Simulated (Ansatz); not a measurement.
**MgO (Periclase): the dielectric response by several routes**

Aim: the electronic dielectric constant of MgO (Periclase) by perturbation theory, a sum over states and the RPA step of G0W0.

Method: linear response on PBE, plane waves, PAW, in Ansatz 0.2.0.

Report form: the programs' logs are mostly left out.

The database entry behind the starting cell differs from later determinations by our own check (about 0.1 % long), so it need not match the best structure at ambient conditions.

**1. Set-up**

It takes space group Fm-3m (No. 225, cubic). Conventional cell: a = 4.217 Å, b = 4.217 Å, c = 4.217 Å, α = 90.00°, β = 90.00°, γ = 90.00°. Mg has 6 O at 2.11 Å nearest. Nearest to O lie 6 Mg at 2.11 Å. Farther neighbours and most contacts between anions are not listed.

The cell and positions come from the Crystallography Open Database and are kept as given unless a step says otherwise. The default PAW set here is soft_2. Its files were made with PBE.

**2. Response to a homogeneous field**

ε∞ sets how strongly the crystal screens. Perturbation theory gives it with local fields and without a sum over empty bands.

This step: dielectric response by perturbation theory, PBE, plane waves, PAW.

input.yaml

```yaml
crystal:
  lattice:
    - [0.0, 2.1085, 2.1085]
    - [2.1085, 0.0, 2.1085]
    - [2.1085, 2.1085, 0.0]
  atoms:
    - { symbol: Mg, position: [0.0, 0.0, 0.0] }
    - { symbol: O, position: [0.5, 0.5, 0.5] }
kpoints:
  mp_grid: { grid: [8, 8, 8] }
hamiltonian:
  xc: pbe
scf:
  occupations: { method: fixed }
dielectric: {}
```

On the command line:

```sh
> ansatz run input.yaml --threads 3 --pin off --max-ram 92160MiB --backend cuda --events-out ev --progress --plain --runs-dir out --devices 1 --max-vram 13GiB  # rebuilt from the run's record
```

Run time: 12 s. Hardware: 1 × NVIDIA H100 80GB HBM3 (shared by 6 runs) with 3 threads of AMD EPYC 7R13 (Zen 3), shared host; peak memory 0.99 GiB; 24 s of CPU time.

Numbers from this step:

* stated error of ε∞: 0.007

One over ε∞ averages 0.31, somewhat over the quarter of exact exchange in PBE0.

High-frequency dielectric tensor:

```
3.21 0.00 0.00
0.00 3.21 0.00
0.00 0.00 3.21
```

Born effective charge (e), principal values of the symmetric part by kind of site:

| atom | atoms with these values | low | middle | high | mean |
| --- | --- | --- | --- | --- | --- |
| Mg1 | 1 | 1.99 | 1.99 | 1.99 | 1.99 |
| O2 | 1 | -1.99 | -1.99 | -1.99 | -1.99 |

In full for O2:

```
-1.99  0.00  0.00
 0.00 -1.99  0.00
 0.00  0.00 -1.99
```

**3. Independent-particle spectrum**

The independent-particle spectrum shows where the oscillator strength lies, before excitons and local fields.

This step: independent-particle optics on PBE, plane waves, PAW.

input.yaml, the sections that differ from step 2:

```yaml
kpoints:
  mp_grid: { grid: [10, 10, 10] }
scf:
  occupations: { method: fixed }
  n_extra_bands: 12
output:
  optics: { e_range: [0, 25], de: 0.1, sigma: 0.2 }
# crystal, hamiltonian: as in step 2
# dielectric: removed
```

Run time: 6.6 s. Hardware: 1 × NVIDIA H100 80GB HBM3 (shared by 6 runs) with 3 threads; peak memory 1 GiB; 13 s of CPU time.

This step gave:

| Item | Value |
| --- | --- |
| ε∞ without local fields (xx, yy, zz) | 3.261, 3.261, 3.261 |
| electrons in the f-sum (xx, yy, zz) | 7.375, 7.375, 7.375 |
| bands in the explicit sum (the static value is completed to all bands) | 20 |

The sum gives ε∞ = 3.26 without local fields.

The ε₂, xx=yy=zz has structure finer than the step of the table below, so its rows give means over 1 eV, whole bins alone (the curve runs from 0 to 25 eV). Peaks (eV: height): 8.8: 3.59, 11.1: 5.82, 15.2: 3.93.

Independent particles, no local fields, Gaussian width 0.2 eV. Table of ε₂, xx=yy=zz by photon energy; means over each step:

| photon energy (eV) | ε₂, xx=yy=zz |
| --- | --- |
| 3 | 0 |
| 4 | 0.00109 |
| 5 | 0.440 |
| 6 | 0.951 |
| 7 | 1.26 |
| 8 | 1.96 |
| 9 | 3.35 |
| 10 | 2.88 |
| 11 | 5.02 |
| 12 | 3.38 |
| 13 | 2.58 |
| 14 | 2.41 |
| 15 | 3.36 |
| 16 | 2.74 |
| 17 | 2.37 |
| 18 | 2.28 |
| 19 | 0.951 |
| 20 | 0.638 |
| 21 | 0.811 |
| 22 | 0.509 |
| 23 | 0.400 |
| 24 | 0.310 |

Independent particles, no local fields, Gaussian width 0.2 eV. Loss function, xx=yy=zz against photon energy; read off at these points:

photon energy (eV), loss function, xx=yy=zz and a bar:
```
     4.00       0.00 
     4.50       0.00 
     5.00       0.03 
     5.50       0.04 #
     6.00       0.05 #
     6.50       0.06 #
     7.00       0.06 #
     7.50       0.07 #
     8.00       0.07 #
     8.50       0.09 #
     9.00       0.14 ##
     9.50       0.16 ##
    10.00       0.15 ##
    10.50       0.11 #
    11.00       0.14 ##
    11.50       0.22 ###
    12.00       0.30 ###
    12.50       0.32 ####
    13.00       0.34 ####
    13.50       0.40 #####
    14.00       0.30 ###
    14.50       0.31 ####
    15.00       0.24 ###
    15.50       0.29 ###
    16.00       0.39 #####
    16.50       0.37 ####
    17.00       0.44 #####
    17.50       0.44 #####
    18.00       0.33 ####
    18.50       0.39 #####
    19.00       0.58 #######
    19.50       0.93 ###########
    20.00       1.42 #################
    20.30       1.59 ###################
    20.50       1.42 #################
    21.00       1.02 ############
    21.50       1.48 #################
    22.00       1.99 #######################
    22.50       2.17 #########################
    23.00       2.44 ############################
    23.30       2.57 ##############################
    23.50       2.55 ##############################
    24.00       2.24 ##########################
    24.50       1.94 #######################
    25.00       1.53 ##################
```

Independent particles, no local fields, Gaussian width 0.2 eV. The ε₁, xx=yy=zz by photon energy:

| photon energy (eV) | ε₁, xx=yy=zz |
| --- | --- |
| 0 | 3.20 |
| 1 | 3.22 |
| 2 | 3.29 |
| 3 | 3.43 |
| 4 | 3.69 |
| 5 | 4.29 |
| 6 | 4.16 |
| 7 | 4.26 |
| 8 | 4.74 |
| 9 | 3.53 |
| 10 | 3.29 |
| 11 | 2.85 |
| 12 | 0.643 |
| 13 | 0.610 |
| 14 | 1.39 |
| 15 | 1.46 |
| 16 | -0.00791 |
| 17 | -0.281 |
| 18 | -0.865 |
| 19 | -0.855 |
| 20 | -0.233 |
| 21 | -0.213 |
| 22 | -0.0626 |
| 23 | 0.0582 |
| 24 | 0.206 |
| 25 | 0.319 |

**4. RPA screening from the G0W0 run**

G0W0 replaces the xc potential by the self-energy, built once from these orbitals. Only a window of levels is corrected, while the sums run over the empty bands that the input names.

This step: G0W0 on PBE, plane waves, PAW.

input.yaml, the sections that differ from step 3:

```yaml
kpoints:
  mp_grid: { grid: [6, 6, 6] }
scf:
  occupations: { method: fixed }
gw:
  n_empty_bands: 120
  ecut_chi: 200.0
  qp_bands: [v2, c2]
  qp_kpoints: band_edges
  screening: { model: contour_deformation }
# crystal, hamiltonian: as in step 3
# output: removed
```

It took 9.9 s on 1 × NVIDIA H100 80GB HBM3 (shared by 6 runs) with 3 threads; peak memory 1 GiB.

This step gave:

| Property | Result |
| --- | --- |
| bands summed | 128 |
| RPA ε∞ on this mesh (eigenvalues) | 3.058, 3.058, 3.058 |
| plane waves in the screening matrix | 113 |
| G0W0 gap on the mesh | 7.215 eV |
| k of the valence top | 0, 0, 0 |
| k of the conduction bottom | 0, 0, 0 |
| starting gap on the mesh | 4.709 eV |
| least direct G0W0 gap on the computed points | 7.215 eV |

The gap on the mesh goes from 4.71 eV to 7.22 eV, a correction of +2.51 eV. Between the two edge states, bare exchange in place of the xc potential would open the gap by 10.26 eV, and correlation takes back 7.75 eV.

Mean over the mesh in bins of 0.25 1/Å. The static inverse dielectric function, diagonal by length of q+G:

| length of q+G (Å⁻¹) | static inverse dielectric function, diagonal |
| --- | --- |
| 0.46 | 0.361 |
| 0.80 | 0.414 |
| 1.08 | 0.465 |
| 1.26 | 0.504 |
| 1.49 | 0.544 |
| 1.76 | 0.598 |
| 2.00 | 0.644 |
| 2.25 | 0.687 |
| 2.52 | 0.732 |
| 2.76 | 0.768 |
| 3.00 | 0.798 |
| 3.26 | 0.826 |
| 3.52 | 0.849 |
| 3.75 | 0.866 |
| 4.00 | 0.882 |
| 4.26 | 0.897 |
| 4.51 | 0.91 |
| 4.73 | 0.920 |
| 5.00 | 0.931 |
| 5.27 | 0.942 |
| 5.50 | 0.949 |
| 5.74 | 0.956 |
| 6.00 | 0.963 |
| 6.26 | 0.968 |
| 6.50 | 0.973 |
| 6.75 | 0.977 |
| 7.00 | 0.981 |
| 7.19 | 0.983 |

**5. The values together**

Times are wall times on 1 × NVIDIA H100 80GB HBM3 (shared by 6 runs) with 3 threads of AMD EPYC 7R13 (Zen 3), shared host, good to a factor of about two.

| method | mesh | ε∞, low | middle | high | mean | time |
| --- | --- | --- | --- | --- | --- | --- |
| perturbation theory (local fields and xc kernel) | 8×8×8 (response on 512 points) | 3.21 | 3.21 | 3.21 | 3.21 | 12 s |
| sum over states (no local fields) | 10×10×10 | 3.26 | 3.26 | 3.26 | 3.26 | 6.6 s |
| RPA with local fields, on the GW mesh | 6×6×6 | 3.06 | 3.06 | 3.06 | 3.06 | 9.9 s |

**6. Summary of results**

```yaml
perturbation_theory_local_fields_and_xc_kernel: 3.21, 3.21, 3.21
sum_over_states_no_local_fields: 3.26, 3.26, 3.26
rpa_with_local_fields_on_the_gw_mesh: 3.06, 3.06, 3.06
```

Mean Born effective charge: Mg1 1.99, O2 -1.99 e. The most distinct maxima of the ε₂, xx=yy=zz lie at 8.8, 11.1 and 15.2 eV, the highest at 11.1 eV. Distinct peaks of the loss function, xx=yy=zz stand at 20.3 and 23.3 eV; the one at 23.3 eV is strongest. The sum without local fields gives 3.26 in the mean against 3.21 by perturbation theory; local fields lower ε∞ and the xc kernel gives part of it back, though the sum also carries the error of its own mesh. The RPA values on the 6×6×6 mesh average 0.95 times those of perturbation theory (means 3.06 and 3.21). Without the xc kernel RPA should lie a little lower, as the mean does. PBE usually puts the gap too low, which tends to raise ε∞. Ions are clamped, so the lattice part of the static constant is not in these numbers.

[Paths, hosts, dates, memory and timing lines, banners, echoed tables and standing remarks are left out of the program output.]

[Logs are printed without paths, hosts, clocks, repeated set-up lines and the standing remarks that a program may print on its own settings, such as how far it seeks lower states.]

[Runs of the session that timed out or met a known fault of the program may be left out.]

[Cells called generated may have been cut or substituted from an entry of the Crystallography Open Database or the Materials Project.]

[Hosts, paths, dates, database ids (printed as entryN), source tags and the programs' standing remarks are cut or masked in the printed files.]
